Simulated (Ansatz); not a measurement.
## AlPt in Ansatz: the effect of Hubbard term

The system is AlPt.

```xyz
8
Lattice="4.8789 0.0000 0.0000 0.0000 4.8789 0.0000 0.0000 0.0000 4.8789" Properties=species:S:1:pos:R:3 pbc="T T T"
Pt    4.1224    3.1960    1.6829
Pt    3.1960    1.6829    4.1224
Pt    1.6829    4.1224    3.1960
Pt    0.7565    0.7565    0.7565
Al    0.7610    1.6785    3.2004
Al    1.6785    3.2004    0.7610
Al    3.2004    0.7610    1.6785
Al    4.1180    4.1180    4.1180
```

The cell is a database's computed one.

Alike in all runs:

| Quantity | Value |
| --- | --- |
| Program | Ansatz 0.2.0 |
| Task | single point |
| Functional | PBEsol |
| Potentials or basis | Ansatz PAW |
| Cutoff | 420 eV (not typed: the program's choice for these potentials) |
| k mesh | 5 × 5 × 5 |
| Occupations | fermi-dirac, width 0.05 eV |
| Spin | no spin polarisation |
| Hubbard projectors | ortho-atomic (the default) |
| Double counting | fll (the default) |

| Hubbard term | pressure (GPa) | largest force (eV/Å) |
| --- | --- | --- |
| none | -1.2 | 0.05 |
| Pt d U = 2 eV | -1.2 | 0.05 |
| Pt d U = 3 eV | -1.0 | 0.04 |
| Pt d U = 4 eV | -0.8 | 0.02 |
| Pt d U = 5 eV | ? | ? |
| Pt d U = 6 eV | -0.3 | 0.02 |
| Pt d U = 8 eV | 0.5 | 0.02 |

What does the run with Hubbard term Pt d U = 5 eV give?

Pressure -0.5 GPa; largest force 0.01 eV/Å.

Worked out: A parabola through the other rows of the pressure, of slope 0.274 GPa per eV there, gives -0.6 GPa, against the run's -0.5. A parabola through the other rows of the largest force, of slope -0.00387 eV/Å per eV there, gives 0.03 eV/Å, against the run's 0.01.

Caveats: the PAW data sets come from PBE, with cores solved anew for the run's functional, which leaves a small shift of forces and pressure; U without spin polarisation on a metal has little footing (some runs); the U is typed as a test and isn't derived for this compound (some runs).
